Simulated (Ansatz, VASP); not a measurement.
# Two plane-wave programs on Cd2S

Contents of INCAR:

```
PREC = Accurate
ENCUT = 520
EDIFF = 1E-6
ISMEAR = 0
SIGMA = 0.03
LREAL = F
LASPH = T
NELM = 100
ALGO = Fast
ISIF = 2
LWAVE = F
LCHARG = F
GGA = CA
NBANDS = 22
```

KPOINTS

```
Automatic mesh
0
Gamma
  12 12 6
```

File POSCAR:

```
Cd2S
1.0
    3.9626700490      0.0000000000      0.0000000000
   -1.9813350245      3.4317729293      0.0000000000
    0.0000000000      0.0000000000      5.8091920000
Cd S
2 1
Direct
    0.6666666667      0.3333333333      0.5787350000
    0.3333333333      0.6666666667      0.9327170000
    0.3333333333      0.6666666667      0.3829190979
```

Input for Ansatz:

```yaml
crystal:
  lattice:
    - [3.962670049, 0.0, 0.0]
    - [-1.9813350245, 3.4317729293, 0.0]
    - [0.0, 0.0, 5.809192]
  atoms:
    - { symbol: Cd, position: [0.6666666667, 0.3333333333, 0.578735] }
    - { symbol: Cd, position: [0.3333333333, 0.6666666667, 0.932717] }
    - { symbol: S, position: [0.3333333333, 0.6666666667, 0.3829190979] }
basis:
  ecutwfc: 420
kpoints:
  mp_grid: { grid: [12, 12, 6] }
hamiltonian:
  xc: lda
scf:
  occupations: { method: gaussian, width: 0.03 }
output:
  forces: true
  stress: true
  eigenvalues: true
```

Change from the starting cell: all S atoms moved -0.100 Å, as atom 3 towards its neighbour atom 2 (Cd) at 2.515 Å.

Alike in both runs: task single point; functional LDA; k mesh 12 × 12 × 6; occupations gaussian, width 0.03 eV; no spin polarisation.

|  | VASP | Ansatz |
| --- | --- | --- |
| version | VASP 6.6.1 | Ansatz 0.2.0 |
| potentials or method | VASP PAW LDA potentials, release 64 (Cd, S) | scalar-relativistic, plane waves, PAW |
| plane-wave cutoff (eV) | 520 | 420 |
| valence electrons in the cell | 30 | 46 |

```csv
,VASP,Ansatz,Ansatz less VASP
gap on the k mesh at the Fermi level (eV),0.19,0.20,+0.011
least direct gap on the mesh (eV),0.46,0.48,+0.024
pressure (GPa),-4.0,-4.4,-0.35
largest component of the traceless stress (GPa),1.71,1.76,+0.050
rms of the force components (eV/Å),0.168,0.160,-0.0076
```

Atom by atom the forces differ by 0.012 eV/Å (rms over components). The two sets of potentials don't hold the same shells in valence.

A k mesh can miss the band edges.
